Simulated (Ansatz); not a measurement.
Runs of Ansatz 0.2.0 on I. Symmetry: I4/mmm, No. 139, tetragonal system. The conventional cell has a = 3.235 Å, b = 3.235 Å, c = 8.530 Å, α = 90.00°, β = 90.00°, γ = 90.00°. I (site symmetry 4/mmm) is surrounded by 4 I at 3.23 Å. 

| screening (1/Å) | gap on the mesh (eV) | pressure (GPa) |
| --- | --- | --- |
| 0.4 | none | -0.5 |
| 0.3 | none | -0.6 |
| 0.2 | none | -0.8 |
| 0.15 | none | -0.8 |
| 0.1 | none | -0.9 |
| 0.6 | none | (a) |

Alike in all rows: task single point; level HSE06 form with a typed share of exact exchange; potentials or basis Ansatz PAW; no spin polarisation; cell as given; k mesh 6 × 6 × 6; cutoff (eV) 420; smearing fermi-dirac 0.05 eV; the mesh is coarse, so values aren't converged.

**Question.** Estimate the missing entries.

**Answer.** (a) -0.3.

Caveats: all runs use coarse meshes; an odd number of electrons without spin polarisation forces a metal; a magnetic or distorted state may lie lower; the PAW data sets come from PBE, with cores solved anew for the run's functional, which leaves a small shift of forces and pressure; the thresholds are loose for stress.

A k mesh can miss the band edges, and the runs leave out spin-orbit coupling on I.

A gap of «none» marks a metal or a gap under the smearing width.
